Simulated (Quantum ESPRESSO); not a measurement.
# Ge under changes of volume

One of the cells (18.253 Å³/atom); the others are scaled copies at fixed shape and fractional positions:

```
CELL_PARAMETERS angstrom
1.48805 -2.59469 0.00000
1.48805 2.59469 0.00000
0.00000 0.00000 4.72760
ATOMIC_POSITIONS crystal
Ge 0.33345 0.66655 0.25000
Ge 0.66655 0.33345 0.75000
```

This isn't the form of Ge at room conditions, which is diamond.

| Item | Value |
| --- | --- |
| Program | Quantum ESPRESSO 7.5 |
| Functional | PBEsol |
| Potentials or basis | GBRV 1.5 PBEsol |
| Cutoff | 612 eV |
| Density cutoff | 4898 eV |
| k mesh | 10 × 10 × 6 |
| Occupations | fermi-dirac, width 0.05 eV |
| Spin | no spin polarisation |

```tsv
volume (Å³/atom)	energy over the lowest point (meV/atom)	pressure (GPa)
17.158	21.26	5.8
17.523	9.87	3.7
17.888	2.92	1.9
18.253	0.00	0.2
18.618	0.67	-1.2
18.984	?	?
19.349	11.44	-3.8
```

Question: What does the run at 18.984 Å³/atom give?

Answer: Energy over the lowest point 4.60 meV/atom; pressure -2.6 GPa.

Worked out: A Birch-Murnaghan fit of order 3 (a polynomial in V^(-2/3)) to the other rows has its minimum at 18.36 Å³/atom with B0 = V·E''(V) = 77 GPa and B' = 4.3 at fixed shape and positions, which overstates the stiffness. It gives 4.60 meV/atom at 18.984 Å³/atom, against the run's 4.60, and -dE/dV = -2.4 GPa, against -2.6.

Energies are extrapolated to zero smearing.
